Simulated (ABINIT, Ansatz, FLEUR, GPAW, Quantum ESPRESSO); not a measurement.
V: 7 runs at one level of theory

```
CELL_PARAMETERS angstrom
-1.51435 1.51435 1.51435
1.51435 -1.51435 1.51435
1.51435 1.51435 -1.51435
ATOMIC_POSITIONS crystal
V 0.00000 0.00000 0.00000
```

Alike in all runs: task band structure; functional PBEsol; k mesh 12 × 12 × 12; occupations fermi-dirac, width 0.05 eV; collinear spin, ferromagnetic start; no spin-orbit coupling. Pressure is positive in compression and, in plane waves, holds the error of the finite cutoff, which Ansatz's Pulay term estimates and takes out.

| program and potentials | plane-wave cutoff (eV) | notes | pressure (GPa) | net moment per atom (μB) |
| --- | --- | --- | --- | --- |
| Quantum ESPRESSO, GBRV 1.5 PBEsol | 612 | - | -12.21 | 0.00 |
| Ansatz, PAW datasets made for the crystal | 280 | - | -12.07 | 0.00 |
| Quantum ESPRESSO, PseudoDojo 0.4.1 SR PBEsol standard | 1143 | - | -11.90 | 0.00 |
| FLEUR, all-electron, FLAPW | - | - | - | 0.00 |
| GPAW, PAW data sets generated for this functional | 600 | - | -10.72 | 0.00 |
| ABINIT, JTH PAW PBE v2.0 | 408 | potentials made for PBE | -11.27 | 0.00 |
| Ansatz, all-electron LAPW, scalar-relativistic | - | - | -12.07 | 0.00 |

The pressure spans -12.21 (Quantum ESPRESSO, GBRV 1.5 PBEsol) to -10.72 GPa (GPAW, PAW data sets generated for this functional), with all-electron results at -12.07. All agree on the net moment per atom. The cell lies far from this level's equilibrium. The state is the one that the start led to, which needn't be the lowest.

Differences between rows come from potentials, basis sets and numerical settings, since the functional is the same but for its coding. Runs on potential files found faulty are left out.
